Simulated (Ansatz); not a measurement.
# HW14Se28: the cost of one run

Program: Ansatz 0.2.0. Level of theory: DFT PBE, scalar-relativistic, plane waves, PAW. These are calculated values, not measurements.

5 further runs of the same task are left out: 5 set aside as unsound or not needed. Runs told in other sessions of the task aren't counted.

## 1. Starting point

It takes space group P6_3/mmc (No. 194, hexagonal). Conventional cell: a = 3.321 Å, b = 3.321 Å, c = 15.044 Å, α = 90.00°, β = 90.00°, γ = 120.00°. W (site symmetry -6m2) is surrounded by 6 Se at 2.55 Å. Se (site symmetry 3m) is surrounded by 3 W at 2.55 Å.

Structure file:

```cif
data_structure
_symmetry_space_group_name_H-M 'P 1'
_symmetry_Int_Tables_number 1
_cell_length_a 3.3210
_cell_length_b 3.3210
_cell_length_c 15.0438
_cell_angle_alpha 90.000
_cell_angle_beta 90.000
_cell_angle_gamma 120.000
_cell_volume 143.69
loop_
_atom_site_label
_atom_site_type_symbol
_atom_site_fract_x
_atom_site_fract_y
_atom_site_fract_z
_atom_site_occupancy
W1 W 0.66667 0.33333 0.75000 1
W2 W 0.33333 0.66667 0.25000 1
Se1 Se 0.33333 0.66667 0.86154 1
Se2 Se 0.66667 0.33333 0.36154 1
Se3 Se 0.33333 0.66667 0.63846 1
Se4 Se 0.66667 0.33333 0.13846 1
```

It goes back to an entry of the Materials Project.

It is the result of an earlier relaxation at this level (volume 23.95 Å³/atom; gap on the mesh: 1.46 eV).

The host's static dielectric tensor, from an earlier linear-response run, has a mean of 10.32.

The perfect supercell (rows 3 1 0; -2 -3 0; 0 0 -1 in vectors of this cell) comes from an earlier run at this level (42 atoms, E(σ→0) -298545.2509 eV, gap 1.80 eV on its own mesh).

## 2. The defect cell

The extra atom is put at (0.000, 0.000, 0.000) of the supercell, the middle of a void of radius 2.83 Å. The other atoms start on their ideal sites. Its neighbours are 6 Se at 2.83 Å.

## 3. Charge state 0

Input file input.yaml:

```yaml
crystal:
  lattice:
    - [8.3024667543, 2.8760588492, 0.0]
    - [-1.6604933509, -8.6281765479, 0.0]
    - [0.0, 0.0, -15.0438374863]
  atoms:
    - { symbol: W, position: [0.3333333333, 0.6666666667, 0.25] }
    - { symbol: W, position: [0.7619047619, 0.8095238095, 0.25] }
    - { symbol: W, position: [0.4761904762, 0.380952381, 0.25] }
    - { symbol: W, position: [0.1904761905, 0.9523809524, 0.25] }
    - { symbol: W, position: [0.9047619048, 0.5238095238, 0.25] }
    - { symbol: W, position: [0.619047619, 0.0952380952, 0.25] }
    - { symbol: W, position: [0.0476190476, 0.2380952381, 0.25] }
    - { symbol: W, position: [0.0952380952, 0.4761904762, 0.75] }
    - { symbol: W, position: [0.5238095238, 0.619047619, 0.75] }
    - { symbol: W, position: [0.2380952381, 0.1904761905, 0.75] }
    - { symbol: W, position: [0.9523809524, 0.7619047619, 0.75] }
    - { symbol: W, position: [0.6666666667, 0.3333333333, 0.75] }
    - { symbol: W, position: [0.380952381, 0.9047619048, 0.75] }
    - { symbol: W, position: [0.8095238095, 0.0476190476, 0.75] }
    - { symbol: Se, position: [0.0952380952, 0.4761904762, 0.1384570018] }
    - { symbol: Se, position: [0.5238095238, 0.619047619, 0.1384570018] }
    - { symbol: Se, position: [0.2380952381, 0.1904761905, 0.1384570018], spin: 0.143 }
    - { symbol: Se, position: [0.9523809524, 0.7619047619, 0.1384570018], spin: 0.143 }
    - { symbol: Se, position: [0.6666666667, 0.3333333333, 0.1384570018] }
    - { symbol: Se, position: [0.380952381, 0.9047619048, 0.1384570018] }
    - { symbol: Se, position: [0.8095238095, 0.0476190476, 0.1384570018], spin: 0.143 }
    - { symbol: Se, position: [0.3333333333, 0.6666666667, 0.6384570018] }
    - { symbol: Se, position: [0.7619047619, 0.8095238095, 0.6384570018] }
    - { symbol: Se, position: [0.4761904762, 0.380952381, 0.6384570018] }
    - { symbol: Se, position: [0.1904761905, 0.9523809524, 0.6384570018] }
    - { symbol: Se, position: [0.9047619048, 0.5238095238, 0.6384570018] }
    - { symbol: Se, position: [0.619047619, 0.0952380952, 0.6384570018] }
    - { symbol: Se, position: [0.0476190476, 0.2380952381, 0.6384570018] }
    - { symbol: Se, position: [0.0952380952, 0.4761904762, 0.3615429982] }
    - { symbol: Se, position: [0.5238095238, 0.619047619, 0.3615429982] }
    - { symbol: Se, position: [0.2380952381, 0.1904761905, 0.3615429982] }
    - { symbol: Se, position: [0.9523809524, 0.7619047619, 0.3615429982] }
    - { symbol: Se, position: [0.6666666667, 0.3333333333, 0.3615429982] }
    - { symbol: Se, position: [0.380952381, 0.9047619048, 0.3615429982] }
    - { symbol: Se, position: [0.8095238095, 0.0476190476, 0.3615429982] }
    - { symbol: Se, position: [0.3333333333, 0.6666666667, 0.8615429982] }
    - { symbol: Se, position: [0.7619047619, 0.8095238095, 0.8615429982], spin: 0.143 }
    - { symbol: Se, position: [0.4761904762, 0.380952381, 0.8615429982] }
    - { symbol: Se, position: [0.1904761905, 0.9523809524, 0.8615429982], spin: 0.143 }
    - { symbol: Se, position: [0.9047619048, 0.5238095238, 0.8615429982] }
    - { symbol: Se, position: [0.619047619, 0.0952380952, 0.8615429982] }
    - { symbol: Se, position: [0.0476190476, 0.2380952381, 0.8615429982], spin: 0.143 }
    - { symbol: H, position: [0.0, 0.0, 0.0], spin: 0.143 }
  host:
    lattice:
      - [3.3209867017, 0.0, 0.0]
      - [-1.6604933508, 2.8760588493, 0.0]
      - [0.0, 0.0, 15.0438374863]
    atoms:
      - { symbol: W, position: [0.6666666667, 0.3333333333, 0.75] }
      - { symbol: W, position: [0.3333333333, 0.6666666667, 0.25] }
      - { symbol: Se, position: [0.3333333333, 0.6666666667, 0.8615429982] }
      - { symbol: Se, position: [0.6666666667, 0.3333333333, 0.3615429982] }
      - { symbol: Se, position: [0.3333333333, 0.6666666667, 0.6384570018] }
      - { symbol: Se, position: [0.6666666667, 0.3333333333, 0.1384570018] }
basis:
  ecutwfc: 420
  xc_grid: 2
kpoints:
  mp_grid: { grid: [2, 2, 2], shift: [0.0, 0.0, 0.0] }
hamiltonian:
  xc: pbe
scf:
  occupations: { method: gaussian, width: 0.01 }
output:
  forces: true
  stress: false
  eigenvalues: true
  populations: true
  charged_corrections:
    defect_position: [0.0, 0.0, 0.0]
    epsilon: [[13.4591, 0.0, 0.0], [0.0, 13.4591, 0.0], [0.0, 0.0, 4.0467]]
  write_density: true
  write_potential: true
  elf: true
  volumetric_format: npy
magnetization:
  spin_polarized: true
relax:
  adjacent_minimum: "off"
  f_tol: 0.025
  max_steps: 45
```

Launch:

```sh
$ ansatz run input.yaml --threads 4 --pin off --max-ram 10240MiB --backend cpu --events-out ev --progress --plain --runs-dir out
```

Q: Estimate wall time and peak memory on 4 threads of Arm Neoverse N1, shared host.

About 22 min, with a peak of 7 GiB.
